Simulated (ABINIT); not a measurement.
Crystal: Cu3Au (Auricupride).

```xyz
4
Lattice="3.7400 0.0000 0.0000 0.0000 3.7400 0.0000 0.0000 0.0000 3.7400" Properties=species:S:1:pos:R:3 pbc="T T T"
Au    0.0000    0.0000    0.0000
Cu    1.8700    1.8700    0.0000
Cu    1.8700    0.0000    1.8700
Cu    0.0000    1.8700    1.8700
```

Program: ABINIT 10.8.3 (patched build). Alike in all runs: potentials or basis JTH PAW PBE v2.0; no spin polarisation; cell as given; smearing fermi-dirac 0.05 eV.

Problem. Order these runs on this cell by their pressure, lowest first.
A. level PW91; k mesh 7 × 7 × 7; cutoff (eV) 707; fine-grid cutoff 1306.15 eV; mesh quality not flagged
B. level rPW86PBE; k mesh 7 × 7 × 7; cutoff (eV) 707; fine-grid cutoff 1306.15 eV; mesh quality not flagged
C. level r2SCAN; k mesh 3 × 3 × 3; cutoff (eV) 816; fine-grid cutoff 1414.99 eV; mesh quality coarse
D. level PBEsol; k mesh 3 × 3 × 3; cutoff (eV) 707; fine-grid cutoff 1306.15 eV; mesh quality coarse
E. level RPBE; k mesh 7 × 7 × 7; cutoff (eV) 707; fine-grid cutoff 1306.15 eV; mesh quality not flagged

Solution. D (0.2 GPa), C (3.1 GPa), A (5.2 GPa), E (9.2 GPa), B (14.0 GPa).

Caveats: some runs use coarse meshes; the PAW data sets were made with another functional, which shifts forces and pressure a little.
